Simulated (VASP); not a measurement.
# SnTe (F-43m) in VASP: notebook, part 2 of 2

VASP 6.6.1.

## (3) G0W0 quasiparticle levels, PBE

The input, POSCAR:

```
SnTe
1.0
    0.0000000000      3.6111460000      3.6111460000
    3.6111460000      0.0000000000      3.6111460000
    3.6111460000      3.6111460000      0.0000000000
Te Sn
1 1
Direct
    0.2500000000      0.2500000000      0.2500000000
    0.0000000000      0.0000000000      0.0000000000
```

The input, INCAR.step1:

```
SYSTEM = SnTe
ALGO = Normal ; EDIFF = 1E-8
ENCUT = 450 ; GGA = PE
ISMEAR = 0 ; LASPH = .True.
LCHARG = .False. ; LREAL = .False.
LWAVE = .True. ; NELM = 80
PREC = Accurate ; SIGMA = 0.01
```

The input, INCAR.step2:

```
SYSTEM = SnTe
ALGO = Exact ; EDIFF = 1E-8
ENCUT = 450 ; GGA = PE
ISMEAR = 0 ; ISTART = 1
LASPH = .True. ; LCHARG = .False.
LOPTICS = .True. ; LREAL = .False.
LWAVE = .True. ; NBANDS = 38
NELM = 1 ; PREC = Accurate
SIGMA = 0.01
```

The input, INCAR.step3:

```
SYSTEM = SnTe
ALGO = EVGW0 ; EDIFF = 1E-8
ENCUT = 450 ; ENCUTGW = 50
GGA = PE ; ISMEAR = 0
ISTART = 1 ; LASPH = .True.
LCHARG = .False. ; LREAL = .False.
LWAVE = .False. ; NBANDS = 38
NBANDSGW = 18 ; NELMGW = 1
NOMEGA = 48 ; PREC = Accurate
PRECFOCK = Fast ; SIGMA = 0.01
```

The input, KPOINTS:

```
k-points
0
Gamma
  2 2 2
  0 0 0
```

Potentials or basis: VASP PAW PBE potentials, release 64 (Te_GW, Sn_d_GW).

On the command line:

```sh
> cat potpaw_PBE.64/Te_GW/POTCAR potpaw_PBE.64/Sn_d_GW/POTCAR > POTCAR
> cp INCAR.step1 INCAR
> mpirun -np 1 vasp_std > vasp.out
> cp INCAR.step2 INCAR
> mpirun -np 1 vasp_std > vasp.out
> cp INCAR.step3 INCAR
> mpirun -np 1 vasp_std > vasp.out
```

OUTCAR:

```text
SYSTEM = SnTe
   EDIFF = 1E-8
   ENCUT = 450
   ENCUTGW = 50
   GGA = PE
   ISMEAR = 0
   ISTART = 1
   LASPH = .True.
   LREAL = .False.
   NELMGW = 1
   PREC = Accurate
   PRECFOCK = Fast

 Found      3 irreducible k-points:

 Following reciprocal coordinates:
            Coordinates               Weight
  0.000000  0.000000  0.000000      1.000000
  0.500000  0.000000  0.000000      4.000000
  0.500000  0.500000  0.000000      3.000000
   k-points           NKPTS =      3   k-points in BZ     NKDIM =      8   number of bands    NBANDS=     38
   number of dos      NEDOS =    301   number of ions     NIONS =      2
[... 58 lines left out ...]
   ENCUTLF             =  -1.0    cutoff for local field effects
   NELMGW              =     1    number of iterations in solving QP/BSE equation
   NELMHF              =     1    number of iterations in the inner HF iteration
   NKREDLFX            =     1    NKREDLFY  =   1   NKREDLFZ  =   1
 non-spin polarized calculation
 Gauss-broadening in eV      SIGMA  =   0.01
  energy-cutoff  :      450.00
  volume of cell :       94.18
 maximum number of plane-waves:      2085
 NGX is ok and might be reduce to    36
  NGX = 20; NGY = 20; NGZ = 20
   NGX = 17   NGY = 17   NGZ = 17
 maximum number of plane-waves:        80
 NGX is ok and might be reduce to    14

 QP shifts <psi_nk| G(iteration)W_0 |psi_nk>: iteration 1
 for sc-GW calculations column KS-energies equals QP-energies in previous step
 and V_xc(KS)=  KS-energies - (<T + V_ion + V_H > + <T+V_H+V_ion>^1  + <V_x>^1)

 k-point   1 :       0.0000    0.0000    0.0000
  band No.  KS-energies  QP-energies   sigma(KS)   V_xc(KS)     V^pw_x(r,r')   Z            occupation Imag(sigma)

      1     -19.3912     -21.5889     -20.9487     -17.5160     -27.0917       0.6402       2.0000       0.3451
      2     -19.3912     -21.5889     -20.9487     -17.5160     -27.0917       0.6402       2.0000       0.3451
      3     -19.3912     -21.5889     -20.9487     -17.5160     -27.0917       0.6402       2.0000       0.3451
      4     -19.3830     -21.5632     -20.9408     -17.5180     -27.0742       0.6370       2.0000       0.3266
      5     -19.3830     -21.5632     -20.9408     -17.5180     -27.0742       0.6370       2.0000       0.3266
      6      -9.0511      -8.7925     -10.3438     -10.7924     -17.0021       0.5765       2.0000       1.0987
[... 41 lines left out ...]
      4     -19.3830     -21.5730     -20.9401     -17.5179     -27.0735       0.6399       2.0000       0.3261
      5     -19.3830     -21.5730     -20.9401     -17.5179     -27.0735       0.6399       2.0000       0.3261
      6      -8.2902      -8.0688     -10.8579     -11.2166     -17.0086       0.6170       2.0000       0.9640
[... 10 lines left out ...]
     17      10.7115      11.3413      -7.0168      -7.8897      -3.1825       0.7215       0.0000      -0.3501
     18      11.0314      11.7312      -6.9031      -7.8913      -2.9037       0.7082       0.0000      -0.3792
```

OUTCAR.step1:

```text
SYSTEM = SnTe
   EDIFF = 1E-8
   ENCUT = 450
   GGA = PE
   ISMEAR = 0
   LASPH = .True.
   LREAL = .False.
[... 157 lines left out ...]
      1.80557      1.80557      1.80557         0.000000      0.000000     -0.000000
      0.00000      0.00000      0.00000        -0.000000     -0.000000      0.000000
 -----------------------------------------------------------------------------------
    total drift:                               -0.000000     -0.000000     -0.000000

  FREE ENERGIE OF THE ION-ELECTRON SYSTEM (eV)
  ---------------------------------------------------
  free  energy   TOTEN  =        -7.3783918491 eV

  energy  without entropy=       -7.3783918491  energy(sigma->0) =       -7.37839185
```

OUTCAR.step2:

```text
SYSTEM = SnTe
   EDIFF = 1E-8
   ENCUT = 450
   GGA = PE
[... 517 lines left out ...]
  --------------------------------------------------------------------------------------------------------------
     0.00000     7.60638     7.60638     7.60638     0.00000     0.00000    -0.00000
     0.54257     7.78199     7.78199     7.78199     0.00000     0.00000    -0.00000
     1.08513     8.19327     8.19327     8.19327     0.00000     0.00000    -0.00000
     1.62770     9.36723     9.36723     9.36723     0.00000     0.00000    -0.00000
     2.17026    12.02401    12.02401    12.02401     0.00000     0.00000    -0.00000
     2.71283    22.29977    22.29977    22.29977     0.00000     0.00000    -0.00000
[... 92 lines left out ...]
    53.17144     0.92207     0.92207     0.92207    -0.00000    -0.00000     0.00000
    53.71401     0.92431     0.92431     0.92431    -0.00000    -0.00000     0.00000
```

It took 43 s on 1 thread of AMD EPYC 9R45 (Zen 5), shared host; peak memory 0.6 GiB.

The run converged, but some of its settings lie outside the range that counts as converged, so its numbers aren't taken as properties of the crystal.

Results:

| Property | Result |
| --- | --- |
| Band gap on the k mesh, mean-field level | 0.81 eV, direct |
| Quasiparticle gap | 1.25 eV |
| Least direct quasiparticle gap | 1.25 eV |

Caveat: the k mesh is coarse (spacing up to 0.75 Å⁻¹), so the values aren't converged; bands, screening cutoff and mesh are small and nothing is extrapolated, so the quasiparticle values aren't converged; spin-orbit coupling is left out, which moves the levels of the heavy elements.

## (4) G0W0 quasiparticle levels, PBE

POSCAR is that of step 3.

INCAR.step1 is that of step 3.

INCAR.step2 is that of step 3.

Edit INCAR.step3 of step 3 so:

```diff
@@ -2,3 +2,3 @@
 ALGO = EVGW0 ; EDIFF = 1E-8
-ENCUT = 450 ; ENCUTGW = 50
+ENCUT = 450 ; ENCUTGW = 100
 GGA = PE ; ISMEAR = 0
```

KPOINTS is that of step 3.

Potentials or basis: VASP PAW PBE potentials, release 64 (Te_GW, Sn_d_GW).

On the command line:

```sh
> cat potpaw_PBE.64/Te_GW/POTCAR potpaw_PBE.64/Sn_d_GW/POTCAR > POTCAR
> cp INCAR.step1 INCAR
> mpirun -np 1 vasp_std > vasp.out
> cp INCAR.step2 INCAR
> mpirun -np 1 vasp_std > vasp.out
> cp INCAR.step3 INCAR
> mpirun -np 1 vasp_std > vasp.out
```

OUTCAR:

```text
SYSTEM = SnTe
   EDIFF = 1E-8
   ENCUT = 450
   ENCUTGW = 100
   GGA = PE
   ISMEAR = 0
   ISTART = 1
   LASPH = .True.
   LREAL = .False.
   NELMGW = 1
   PREC = Accurate
   PRECFOCK = Fast

 Found      3 irreducible k-points:

 Following reciprocal coordinates:
            Coordinates               Weight
  0.000000  0.000000  0.000000      1.000000
  0.500000  0.000000  0.000000      4.000000
  0.500000  0.500000  0.000000      3.000000
   k-points           NKPTS =      3   k-points in BZ     NKDIM =      8   number of bands    NBANDS=     38
   number of dos      NEDOS =    301   number of ions     NIONS =      2
[... 58 lines left out ...]
   ENCUTLF             =  -1.0    cutoff for local field effects
   NELMGW              =     1    number of iterations in solving QP/BSE equation
   NELMHF              =     1    number of iterations in the inner HF iteration
   NKREDLFX            =     1    NKREDLFY  =   1   NKREDLFZ  =   1
 non-spin polarized calculation
 Gauss-broadening in eV      SIGMA  =   0.01
  energy-cutoff  :      450.00
  volume of cell :       94.18
 maximum number of plane-waves:      2085
 NGX is ok and might be reduce to    36
  NGX = 20; NGY = 20; NGZ = 20
   NGX = 17   NGY = 17   NGZ = 17
 maximum number of plane-waves:       222
 NGX is ok and might be reduce to    18

 QP shifts <psi_nk| G(iteration)W_0 |psi_nk>: iteration 1
 for sc-GW calculations column KS-energies equals QP-energies in previous step
 and V_xc(KS)=  KS-energies - (<T + V_ion + V_H > + <T+V_H+V_ion>^1  + <V_x>^1)

 k-point   1 :       0.0000    0.0000    0.0000
  band No.  KS-energies  QP-energies   sigma(KS)   V_xc(KS)     V^pw_x(r,r')   Z            occupation Imag(sigma)

      1     -19.3912     -21.4587     -20.7264     -17.5160     -27.0917       0.6440       2.0000       0.3626
      2     -19.3912     -21.4587     -20.7264     -17.5160     -27.0917       0.6440       2.0000       0.3626
      3     -19.3912     -21.4587     -20.7264     -17.5160     -27.0917       0.6440       2.0000       0.3626
      4     -19.3830     -21.4350     -20.7203     -17.5180     -27.0742       0.6408       2.0000       0.3446
      5     -19.3830     -21.4350     -20.7203     -17.5180     -27.0742       0.6408       2.0000       0.3446
      6      -9.0511      -8.8168     -10.3851     -10.7924     -17.0021       0.5753       2.0000       1.0957
[... 41 lines left out ...]
      4     -19.3830     -21.4436     -20.7198     -17.5179     -27.0735       0.6436       2.0000       0.3438
      5     -19.3830     -21.4436     -20.7198     -17.5179     -27.0735       0.6436       2.0000       0.3438
      6      -8.2902      -8.0986     -10.9058     -11.2166     -17.0086       0.6163       2.0000       0.9602
[... 10 lines left out ...]
     17      10.7115      11.3437      -7.0117      -7.8897      -3.1825       0.7201       0.0000      -0.3495
     18      11.0314      11.7369      -6.8940      -7.8913      -2.9037       0.7075       0.0000      -0.3780
```

Run time: 42 s. Hardware: 1 thread of AMD EPYC 9R45 (Zen 5), shared host; peak memory 0.6 GiB.

The run converged, but some of its settings lie outside the range that counts as converged, so its numbers aren't taken as properties of the crystal.

Results:

```
Band gap on the k mesh, mean-field level : 0.81 eV, direct
Quasiparticle gap                        : 1.27 eV
Least direct quasiparticle gap           : 1.27 eV
```

Caveat: the k mesh is coarse (spacing up to 0.75 Å⁻¹), so the values aren't converged; bands, screening cutoff and mesh are small and nothing is extrapolated, so the quasiparticle values aren't converged; spin-orbit coupling is left out, which moves the levels of the heavy elements.

## (5) For comparison

An earlier run on the cell as given: functional PBEsol; potentials or basis VASP PAW PBE potentials, release 64 (Te, Sn_d); cutoff 520 eV; k mesh 7 × 7 × 7; occupations fermi-dirac, width 0.05 eV; no spin polarisation.

* Pressure: -1.4 GPa
* Band gap on the k mesh: 0.28 eV, indirect (least direct gap 0.79 eV)
